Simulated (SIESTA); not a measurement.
Hg, a slab with vacuum:

```
Hg
1.0
     3.60580    0.00000    0.00000
     1.79952    3.12466    0.00000
     0.00000    0.00000   26.28372
Hg
5
Direct
  0.33434 0.33434 0.28535
  0.66925 0.66925 0.39339
  0.33378 0.33378 0.49858
  0.66869 0.66869 0.60661
  0.00360 0.00360 0.71465
```

The slab is cut from a database's or a generator's crystal, which needn't be the stable form of the element.

Base run:

| Quantity | Value |
| --- | --- |
| Program | SIESTA 5.4.2 |
| Functional | PBE |
| Potentials or basis | PseudoDojo 0.4 standard (PBE files) |
| Basis | DZP (energy shift 0.003 Ry; two zetas on semicore shells) |
| Grid cutoff | 800 Ry |
| Energy shift | 0.003 Ry |
| k mesh | 9 × 9 × 1 |
| Occupations | fermi-dirac, width 0.05 eV |
| Spin | no spin polarisation |

Its results: band gap on the k mesh 0.92 eV, indirect (least direct gap 1.20 eV); largest force 0.192 eV/Å.

Task: After a change of settings the same cell gave: band gap on the k mesh 1.01 eV, indirect (least direct gap 1.30 eV); largest force 0.259 eV/Å. Which change was it?
A. potentials or basis from PseudoDojo 0.4 standard (PBE files) to PseudoDojo 0.4 stringent (PBE files)
B. potentials or basis from PseudoDojo 0.4 standard (PBE files) to SG15 1.2 (PBE files) or PseudoDojo by element
C. potentials or basis from PseudoDojo 0.4 standard (PBE files) to SPMS 1.0 (PBE files) or PseudoDojo by element

Result: A.

Caveats: spin-orbit coupling is left out, which moves the levels of the heavy elements; the basis of atomic orbitals isn't converged, which shifts pressures, moduli and gaps; the valence orbitals were made in a potential fitted to the semicore shell under them, which widens gaps by tenths of an eV or more (some runs).
